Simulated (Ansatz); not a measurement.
Runs of Ansatz 0.2.0 on MoS2. The cell holds a slab with vacuum, 6 atoms: a = 3.185 Å, b = 3.185 Å, c = 21.671 Å, α = 90.00°, β = 90.00°, γ = 120.00°. 

```csv
task,level,cell,cutoff (eV),target pressure (GPa),gap on the mesh (eV),largest force (eV/Å)
projected density of states,PBEsol,as given,420,-,1.38,(a)
relaxation of cell and atoms,PBEsol,relaxed to 2 GPa,420,2,0.75,-
projected density of states,LDA,as given,420,-,1.36,0.38
relaxation of cell and atoms,PBEsol,relaxed,420,0,1.44,-
projected density of states,r2SCAN,as given,500,-,1.46,(c)
relaxation of cell and atoms,PBEsol,relaxed to 5 GPa,420,5,(b),-
relaxation of cell and atoms,PBEsol,relaxed to 10 GPa,420,10,0.31,-
relaxation of cell and atoms,PBEsol,relaxed to 30 GPa,420,30,none,-
relaxation of cell and atoms,PBEsol,relaxed to 20 GPa,420,20,none,-
```

Alike in all rows: potentials or basis Ansatz PAW; no spin polarisation; k mesh 10 × 10 × 2; smearing fermi-dirac 0.05 eV.

Question: Estimate the missing entries.

Answer: (a) 0.13; (b) 0.53; (c) 0.03.

Caveats: the PAW data sets come from PBE, with cores solved anew for the run's functional, which leaves a small shift of forces and pressure; the plane-wave basis is chosen anew once the cell has moved, so the energies of steps on either side of that aren't comparable (some runs); without dispersion, layers of such crystals drift apart on relaxing, which shifts levels and gaps (some runs); volumes and pressures include the vacuum (some runs); the density of states is complete only up to the lowest level of the last band computed (some runs).

A k mesh can miss the band edges, and the runs leave out spin-orbit coupling on Mo.

A gap of «none» marks a metal or a gap under the smearing width.
